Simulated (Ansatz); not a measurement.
# SiO2: properties at the relaxed cell

The task here is to estimate one member of a computed series from the others.

Method: DFT r2SCAN, scalar-relativistic, plane waves, PAW, in Ansatz 0.2.0.

### The structure to begin with

The structure is cubic, space group Fd-3m (No. 227). Conventional cell: a = 7.401 Å, b = 7.401 Å, c = 7.401 Å, α = 90.00°, β = 90.00°, γ = 90.00°. Around Si (site symmetry -43m) lie 4 O at 1.60 Å. O (site symmetry -3m) is surrounded by 2 Si at 1.60 Å.

As a file:

```cif
data_structure
_symmetry_space_group_name_H-M 'P 1'
_symmetry_Int_Tables_number 1
_cell_length_a 5.2335
_cell_length_b 5.2335
_cell_length_c 5.2335
_cell_angle_alpha 60.000
_cell_angle_beta 60.000
_cell_angle_gamma 60.000
_cell_volume 101.36
loop_
_atom_site_label
_atom_site_type_symbol
_atom_site_fract_x
_atom_site_fract_y
_atom_site_fract_z
_atom_site_occupancy
Si1 Si 0.50000 0.50000 0.50000 1
Si2 Si 0.75000 0.75000 0.75000 1
O1 O 0.62500 0.62500 0.62500 1
O2 O 0.12500 0.62500 0.62500 1
O3 O 0.62500 0.62500 0.12500 1
O4 O 0.62500 0.12500 0.62500 1
```

It is the result of an earlier relaxation at this level (volume 16.89 Å³/atom; gap on the mesh: 6.05 eV).

The first run:

input.yaml reads:

```yaml
crystal:
  lattice:
    - [0.0, 3.6632475126, 3.6632475126]
    - [3.6632475126, 0.0, 3.6632475126]
    - [3.6632475126, 3.6632475126, 0.0]
  atoms:
    - { symbol: Si, position: [0.5, 0.5, 0.5] }
    - { symbol: Si, position: [0.75, 0.75, 0.75] }
    - { symbol: O, position: [0.625, 0.625, 0.625] }
    - { symbol: O, position: [0.125, 0.625, 0.625] }
    - { symbol: O, position: [0.625, 0.625, 0.125] }
    - { symbol: O, position: [0.625, 0.125, 0.625] }
basis:
  ecutwfc: 500
kpoints:
  mp_grid: { grid: [6, 6, 6] }
hamiltonian:
  xc: r2scan
scf:
  occupations: { method: gaussian, width: 0.02 }
output:
  forces: true
  stress: true
  eigenvalues: true
```

Among the steps run: Volume × 0.97; Volume × 1.03; The cell scaled to 0.94 of its volume; The cell scaled to 1.06 of its volume.

One table of the session follows, with a row left open; its other results are not shown here.

It belongs to the step «Fit of the equation of state». 

```
volume (Å³/atom)  energy above the lowest point (meV/atom)  pressure (GPa)  gap on the mesh (eV)
          15.879                                      33.1           11.00                  6.15
          16.386                                       7.9            5.09                  6.11
          16.893                                       0.0            0.00                  6.05
          17.400                                         ?               ?                     ?
          17.907                                      27.2           -8.19                  5.85
```

Q: Estimate the row for volume (Å³/atom) = 17.400 from the others.

Worked estimate for «energy above the lowest point (meV/atom)». A straight line through the neighbours (16.893, 0.0) and (17.907, 27.2) gives 0.0 + (27.2 − 0.0) × (17.400 − 16.893) / (17.907 − 16.893) = 13.6; a parabola fitted to 3 rows on both sides gives 6.4.

The run gave: energy above the lowest point (meV/atom): 7.1; pressure (GPa): -4.40; gap on the mesh (eV): 5.97. In «energy above the lowest point (meV/atom)» the line misses by +6.5 and the parabola by -0.7.
